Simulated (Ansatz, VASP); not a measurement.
Two plane-wave programs on Si

```
Si
1.0
     3.85120    0.00000    0.00000
    -1.92560    3.33524    0.00000
     0.00000    0.00000    6.33079
Si
4
Cartesian
  0.0000 2.2235 -0.0022
  1.9256 1.1117 3.1632
  0.0000 2.2235 2.3699
  1.9256 1.1117 5.5353
```

Alike in both runs: task single point; functional r2SCAN; k mesh 9 × 9 × 4; no spin polarisation.

|  | VASP | Ansatz |
| --- | --- | --- |
| version | VASP 6.6.1 | Ansatz 0.2.0 |
| potentials or method | VASP PAW PBE potentials, release 64 (Si) | scalar-relativistic, plane waves, PAW |
| plane-wave cutoff (eV) | 520 | 500 |
| occupations | gaussian, width 0.01 eV | fixed |
| valence electrons in the cell | 16 | 16 |

|  | VASP | Ansatz | Ansatz less VASP |
| --- | --- | --- | --- |
| gap on the k mesh at the Fermi level (eV) | 0.66 | 0.64 | -0.013 |
| least direct gap on the mesh (eV) | 1.28 | 1.27 | -0.012 |

Caveats: an odd mesh through Γ misses points on the zone boundary, where band edges often lie. r2SCAN opens gaps a little over a GGA but as a rule still falls short of measured ones.
